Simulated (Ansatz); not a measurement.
## Pressure series of CaO (Fm-3m)

```xyz
2
Lattice="2.3836 2.3836 0.0000 -2.3836 2.3836 0.0000 0.0000 2.3836 2.3836" Properties=species:S:1:pos:R:3 pbc="T T T"
Ca    0.0000    0.0000    0.0000
O     0.0000    2.3836    0.0000
```

This is the zero-pressure cell under PBEsol. Cell and atoms are relaxed by PAW (default files of Ansatz 0.2.0, cutoff 420 eV, stress met within about 0.05 GPa) at each pressure, in this structure whether or not another phase would take over; P is the pressure reached, less that of this cell. Levels come from PBEsol, all-electron LAPW in Ansatz 0.2.0, scalar-relativistic; k mesh 8×8×8, fixed occupations, basis error target 0.5 meV/atom. Conduction levels are in eV over the valence top (at Γ), at fixed fractional wave vectors. Zone-centre phonons come from finite displacements by PAW, without the LO-TO term.

```csv
P (GPa),V/V₀,X,Γ,L,T1u TO (cm⁻¹)
-1.99,1.0181,3.549,4.632,7.058,259.9
0.00,1.0000,3.540,4.779,7.142,272.9
2.00,0.9834,3.531,4.919,7.220,285.0
4.00,0.9683,3.520,5.052,7.293,296.1
7.00,?,?,?,?,?
10.00,0.9290,3.486,5.418,7.488,325.9
15.00,0.9017,3.456,5.693,7.629,347.2
```

Question: Fit the third-order Birch-Murnaghan equation to the rows shown.

Answer: With f = [(V₀/V)^(2/3) − 1]/2, the normalised pressure F = P/[3f(1 + 2f)^(5/2)] is 115.1 GPa at f = -0.0059, 115.9 GPa at f = 0.0056, 116.2 GPa at f = 0.0109, 117.2 GPa at f = 0.0252, 117.8 GPa at f = 0.0357. The line F = B₀[1 + (3/2)(B′ − 4)f] gives B₀ = 115.5 GPa and B′ = 4.4.

Question: What are the volume deformation potentials and pressure coefficients of these levels at zero pressure?

Answer: 

| level | dE/dlnV (eV) | dE/dP = −(dE/dlnV)/B₀ (meV/GPa) | mean slope up to 2.0 GPa (meV/GPa) |
| --- | --- | --- | --- |
| X | 0.54 | -4.7 | -4.9 |
| Γ | -8.30 | 71.8 | 69.9 |
| L | -4.67 | 40.4 | 39.0 |

dE/dlnV is the slope of a cubic fit in ln V at V₀. The last column is read from two rows and shows how the slope bends with pressure.

Question: What mode Grüneisen parameters follow?

Answer: γ = −d ln ω/d ln V at V₀ from a quadratic fit in ln V: T1u 2.64.

Question: Fill the row at 7.00 GPa.

Answer: The fits give V/V₀ = 0.9476 and X = 3.504 eV. Computed: V/V₀ = 0.9475, X = 3.504, Γ = 5.241, L = 7.394, T1u TO (cm⁻¹) = 311.7.

Keep in mind: no other phase was computed; many crystals of this kind change structure within this range, and rows or crossings beyond such a change describe a metastable lattice; the frozen-core PAW files of the relaxations were fitted under PBE, their cores solved anew for this functional; semilocal gaps are low, and the spacing of valleys can be off by tenths of an eV; levels are read at fixed fractional k, so an edge that moves off these points is missed.
